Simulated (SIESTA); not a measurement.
GaAs:

```
As Ga
1.0
     0.00000    2.82685    2.82685
     2.82685    0.00000    2.82685
     2.82685    2.82685    0.00000
As Ga
1 1
Cartesian
  4.2403 4.2403 4.2403
  0.0000 0.0000 0.0000
```

Program: SIESTA 5.4.2. Alike in all runs: no spin polarisation; cell as given; smearing fermi-dirac 0.05 eV; grid cutoff 800 Ry; energy shift 0.002 Ry.

Question: Order these runs on this cell by their pressure, lowest first.
A. level PBEsol; potentials or basis PseudoDojo 0.4 standard (PBEsol files), TZP (energy shift 0.002 Ry; radii capped at 9.5 bohr); k mesh 6 × 6 × 6; broadening (eV) 0.2 eV; window to (eV) 30 eV; polarisation unpolarized; direction 0.0 0.0 1.0; optical mesh offset true
B. level PBE; potentials or basis PseudoDojo 0.4 standard (PBE files), DZP (energy shift 0.002 Ry; radii capped at 9.5 bohr); k mesh 8 × 8 × 8
C. level vdW-DF-cx; potentials or basis PseudoDojo 0.4 standard (PBE files), DZP (energy shift 0.002 Ry; radii capped at 9.5 bohr); k mesh 8 × 8 × 8
D. level BLYP; potentials or basis PseudoDojo 0.4 standard (PBE files), DZP (energy shift 0.002 Ry; radii capped at 9.5 bohr); k mesh 8 × 8 × 8

Answer: A (1.9 GPa), C (3.6 GPa), B (5.4 GPa), D (8.4 GPa).

Caveats: semicore shells carry a single zeta, which can move pressures by several GPa and volumes by a few percent; the basis of atomic orbitals isn't converged, which shifts pressures, moduli and gaps; the potentials were made for another functional, which shifts forces and pressure (some runs); the basis holds too few empty states to meet the f-sum rule, so the spectrum is short of weight at high energy (some runs).

Not every run made on this cell is shown here.
